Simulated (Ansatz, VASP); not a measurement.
## One calculation of MgO, two programs

```
CELL_PARAMETERS angstrom
0.06321 2.16537 2.16537
2.16537 0.06321 2.16537
2.16537 2.16537 0.06321
ATOMIC_POSITIONS crystal
Mg 0.00000 0.00000 0.00000
O 0.50000 0.50000 0.50000
```

Change from the starting cell: shear_111 strain +4.5%.

Alike in both runs: task single point; functional r2SCAN; k mesh 10 × 10 × 10; no spin polarisation.

|  | VASP | Ansatz |
| --- | --- | --- |
| version | VASP 6.6.1 | Ansatz 0.2.0 |
| potentials or method | VASP PAW PBE potentials, release 64 (Mg, O) | plane waves, PAW |
| plane-wave cutoff (eV) | 520 | 500 |
| occupations | gaussian, width 0.01 eV | fixed |
| valence electrons in the cell | 8 | 16 |

```tsv
	VASP	Ansatz	Ansatz less VASP
gap on the k mesh at the Fermi level (eV)	5.07	5.09	+0.026
pressure (GPa)	-7.8	-6.7	+1.12
largest component of the traceless stress (GPa)	4.69	4.66	-0.032
```

The two sets of potentials don't hold the same shells in valence.

Caveats: the PAW data sets were made with another functional, which shifts forces and pressure a little (VASP).
